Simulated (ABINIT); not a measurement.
Wanted: the native input for an ABINIT 10.8.3 (patched build) run.

| Property | Result |
| --- | --- |
| Task | band structure |
| Functional | PBEsol |
| Potentials or basis | JTH PAW PBE v2.0 |
| Cutoff | 626 eV |
| k mesh | 6 × 6 × 8 |
| Occupations | fermi-dirac, width 0.05 eV |
| Spin | no spin polarisation |
| Fine-grid cutoff | 1224.51 eV |

The system is SnO2.

```
Sn O
1.0
     4.78800    0.00000    0.00000
     0.00000    4.86658    0.00000
     0.00000    0.00000    3.24090
Sn O
2 4
Direct
  0.00000 0.00000 0.00000
  0.50000 0.50000 0.50000
  0.70815 0.67896 0.00000
  0.20814 0.82104 0.50000
  0.79185 0.17896 0.50000
  0.29185 0.32104 0.00000
```

The cell is a database's computed one.

The input as run:

run.abi

```
ndtset 2

pp_dirpath "./"
pseudos "Sn.GGA_PBE-JTH.xml, O.GGA_PBE-JTH.xml"

acell 3*1.0
rprim
     9.0480162436     0.0000000000     0.0000000000
     0.0000000000     9.1965071430     0.0000000000
     0.0000000000     0.0000000000     6.1244096178
ntypat 2
znucl 50 8
natom 6
typat 1 1 2 2 2 2
xred
     0.0000000000     0.0000000000     0.0000000000
     0.5000000000     0.5000000000     0.5000000000
     0.7081450000     0.6789580000     0.0000000000
     0.2081450000     0.8210420000     0.5000000000
     0.7918550000     0.1789580000     0.5000000000
     0.2918550000     0.3210420000     0.0000000000
chkprim 0
chksymtnons 0
tolsym 1.0e-6

ecut 625.861884 eV
pawecutdg 45.0
pawxcdev 0

ixc -116133

occopt 3
tsmear 0.00183747

nstep 100

iomode 3
prtwf 0
prteig 0
prtebands 0
enunit 1
prtden1 1

kptopt1 1
ngkpt1 6 6 8
nshiftk1 1
shiftk1 0.0 0.0 0.0
nband1 32
tolvrs1 1.0e-9

iscf2 -2
getden2 1
nband2 38
nbdbuf2 4
tolwfr2 1.0e-11
kptopt2 -9
ndivsm2 6
prteig2 1
prtvol2 -3
kptbounds2
     0.0000000000     0.0000000000     0.0000000000
     0.0000000000     0.0000000000     0.5000000000
     0.5000000000     0.0000000000     0.5000000000
     0.5000000000     0.0000000000     0.0000000000
     0.0000000000     0.0000000000     0.0000000000
     0.0000000000     0.5000000000     0.0000000000
     0.0000000000     0.5000000000     0.5000000000
     0.5000000000     0.5000000000     0.5000000000
     0.5000000000     0.5000000000     0.0000000000
     0.0000000000     0.5000000000     0.0000000000
```

Potentials or basis: JTH PAW PBE v2.0.

Command:

```sh
$ abinit run.abi > log 2>&1
```

It gave:

The pressure is -7.1 GPa, the largest force is 0.130 eV/Å and the band gap on the k mesh is 0.72 eV, direct. The band gap along the path is 0.71 eV, indirect (least direct gap 0.72 eV) and the valence electrons inside the program's atomic spheres are Sn 12.08; O 4.55.

Caveat: the PAW data sets were made with another functional, which shifts forces and pressure a little; spin-orbit coupling is left out, which moves the levels of the heavy elements.

Run time: 6.2 min on 1 thread of Arm Neoverse V2, with other jobs on the host, peak memory 0.28 GiB.
